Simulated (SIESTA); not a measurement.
The system is TiPt3.

```xyz
4
Lattice="3.8970 0.0000 0.0000 0.0000 3.8970 0.0000 0.0000 0.0000 3.8970" Properties=species:S:1:pos:R:3 pbc="T T T"
Pt    1.9485    1.9485    0.0000
Pt    1.9485    0.0000    1.9485
Pt    0.0000    1.9485    1.9485
Ti    0.0000    0.0000    0.0000
```

Program: SIESTA 5.4.2. Alike in all runs: task band structure; level PBEsol; no spin polarisation; cell as given; k mesh 7 × 7 × 7; smearing fermi-dirac 0.05 eV; grid cutoff 800 Ry; energy shift 0.003 Ry. Hardware: 1 thread of Arm Neoverse V2, with other jobs on the host.

Order these runs on this cell by their wall time, lowest first.
A. potentials or basis PseudoDojo 0.4 standard (PBEsol files), SZ (energy shift 0.003 Ry)
B. potentials or basis PseudoDojo 0.4 standard (PBEsol files), TZDP (energy shift 0.003 Ry; two zetas on semicore shells)
C. potentials or basis PseudoDojo 0.4 standard (PBEsol files), SZP (energy shift 0.003 Ry)

A (43 s), C (100 s), B (310 s).

Caveats: the basis has no polarisation orbitals (some runs).
